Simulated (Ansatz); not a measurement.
## simple cubic against fcc along group 14

Method: Ansatz, DFT, BLYP, plane waves (420 eV) with PAW, scalar-relativistic. The PAW files were generated under PBE, with cores re-solved for the functional.

Each structure is relaxed within its symmetry, in the lowest magnetic state of the tried starts. Differences under about 8 meV lie within the error of the k-point mesh.

| element | E(simple cubic) − E(fcc) (meV/atom) | V(simple cubic) (Å³/atom) | V(fcc) (Å³/atom) | state of simple cubic | state of fcc |
| --- | --- | --- | --- | --- | --- |
| C | -1690 | 5.86 | 8.22 | spin not included | spin not included |
| Si | -367 | 17.36 | 16.60 | spin not included | spin not included |
| Ge | ? | ? | ? | ? | ? |
| Sn | -69 | 31.97 | 30.87 | spin not included | spin not included |
| Pb | 111 | 37.42 | 34.73 | spin not included | spin not included |

(1) Fill in the row of Ge.

Results:

(1) E(simple cubic) − E(fcc) (meV/atom): -144; V(simple cubic) (Å³/atom): 21.89; V(fcc) (Å³/atom): 21.83; state of simple cubic: spin not included; state of fcc: spin not included.
